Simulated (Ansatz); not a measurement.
# AlN: a sublattice displacement scan

Aim: for AlN, map the energy as every Al atom is pushed off its site.

Program: Ansatz 0.2.0. Level of theory: DFT PBE, scalar-relativistic, plane waves, PAW. These are calculated values, not measurements.

**1. The system as given**

It takes space group F-43m (No. 216, cubic). The conventional cell has a = 4.368 Å, b = 4.368 Å, c = 4.368 Å, α = 90.00°, β = 90.00°, γ = 90.00°. Al (site symmetry -43m) is surrounded by 4 N at 1.89 Å. N (site symmetry -43m) has 4 Al at 1.89 Å as nearest neighbours.

Coordinates:

```xyz
2
Lattice="0.0000 2.1840 2.1840 2.1840 0.0000 2.1840 2.1840 2.1840 0.0000" Properties=species:S:1:pos:R:3 pbc="T T T"
Al    0.0000    0.0000    0.0000
N     3.2760    3.2760    3.2760
```

It goes back to an entry of the Materials Project, which need not be the stable form.

The cell is taken as given, not relaxed at this level.

**2. Zero of energy**

The reference gives a free energy of -924.2035 eV, pressure 4.86 GPa, largest force 0.000 eV/Å and gap on the mesh 3.33 eV. It was computed beforehand with the settings of the runs below.

**3. Setting up a sublattice displacement scan**

Every Al atom is moved by x along the Cartesian unit vector (-0.577, -0.577, -0.577); the cell and all other atoms stay fixed. Forces below are components along that vector, summed over the moved atoms.

**4. At x = -0.300 Å**

The input, input.yaml:

```yaml
crystal:
  lattice:
    - [0.0, 2.1839935596, 2.1839935596]
    - [2.1839935596, 0.0, 2.1839935596]
    - [2.1839935596, 2.1839935596, 0.0]
  atoms:
    - { symbol: Al, position: [0.0396532948, 0.0396532948, 0.0396532948] }
    - { symbol: "N", position: [0.75, 0.75, 0.75] }
basis:
  ecutwfc: 420
kpoints:
  mp_grid: { grid: [10, 10, 10] }
hamiltonian:
  xc: pbe
scf:
  occupations: { method: gaussian, width: 0.05 }
output:
  forces: true
  stress: true
  eigenvalues: true
```

Command:

```bash
$ ansatz run input.yaml --threads 1 --pin off --max-ram 2560MiB --backend cpu --events-out ev --progress --plain --runs-dir out
```

**5. At x = 0.225 Å**

Changes to input.yaml since step 4:

```diff
@@ -6,3 +6,3 @@
   atoms:
-    - { symbol: Al, position: [0.0396532948, 0.0396532948, 0.0396532948] }
+    - { symbol: Al, position: [-0.0297399711, -0.0297399711, -0.0297399711] }
     - { symbol: "N", position: [0.75, 0.75, 0.75] }
```

**6. x = -0.150 Å**

Changes to input.yaml since step 5:

```diff
@@ -6,3 +6,3 @@
   atoms:
-    - { symbol: Al, position: [-0.0297399711, -0.0297399711, -0.0297399711] }
+    - { symbol: Al, position: [0.0198266474, 0.0198266474, 0.0198266474] }
     - { symbol: "N", position: [0.75, 0.75, 0.75] }
```

**7. x = 0.075 Å**

Changes to input.yaml since step 6:

```diff
@@ -6,3 +6,3 @@
   atoms:
-    - { symbol: Al, position: [0.0198266474, 0.0198266474, 0.0198266474] }
+    - { symbol: Al, position: [-0.0099133237, -0.0099133237, -0.0099133237] }
     - { symbol: "N", position: [0.75, 0.75, 0.75] }
```

**8. At x = 0.300 Å**

Changes to input.yaml since step 7:

```diff
@@ -6,3 +6,3 @@
   atoms:
-    - { symbol: Al, position: [-0.0099133237, -0.0099133237, -0.0099133237] }
+    - { symbol: Al, position: [-0.0396532948, -0.0396532948, -0.0396532948] }
     - { symbol: "N", position: [0.75, 0.75, 0.75] }
```

**9. Point x = -0.225 Å**

Changes to input.yaml since step 8:

```diff
@@ -6,3 +6,3 @@
   atoms:
-    - { symbol: Al, position: [-0.0396532948, -0.0396532948, -0.0396532948] }
+    - { symbol: Al, position: [0.0297399711, 0.0297399711, 0.0297399711] }
     - { symbol: "N", position: [0.75, 0.75, 0.75] }
```

**10. Point x = 0.150 Å**

Changes to input.yaml since step 9:

```diff
@@ -6,3 +6,3 @@
   atoms:
-    - { symbol: Al, position: [0.0297399711, 0.0297399711, 0.0297399711] }
+    - { symbol: Al, position: [-0.0198266474, -0.0198266474, -0.0198266474] }
     - { symbol: "N", position: [0.75, 0.75, 0.75] }
```

**11. Point x = -0.075 Å**

Changes to input.yaml since step 10:

```diff
@@ -6,3 +6,3 @@
   atoms:
-    - { symbol: Al, position: [-0.0198266474, -0.0198266474, -0.0198266474] }
+    - { symbol: Al, position: [0.0099133237, 0.0099133237, 0.0099133237] }
     - { symbol: "N", position: [0.75, 0.75, 0.75] }
```

**12. Point x = 0.263 Å**

Changes to input.yaml since step 11:

```diff
@@ -6,3 +6,3 @@
   atoms:
-    - { symbol: Al, position: [0.0099133237, 0.0099133237, 0.0099133237] }
+    - { symbol: Al, position: [-0.0346966329, -0.0346966329, -0.0346966329] }
     - { symbol: "N", position: [0.75, 0.75, 0.75] }
```

(Steps that only read results are left out.)

What does the calculation give?

As calculated:

```
                             quantity        value
force constant along x, over ±0.075 Å  14.86 eV/Å²
```

In words: The restoring force grows by 14.86 eV/Å per Å near the site. The undisturbed cell stays the lowest of the sampled points. The well is lopsided: x = 0.300 Å costs 1085 meV against 402 meV on the other side, and the dearer side brings atoms closer together. The gap on the mesh stays between 2.48 and 3.33 eV.
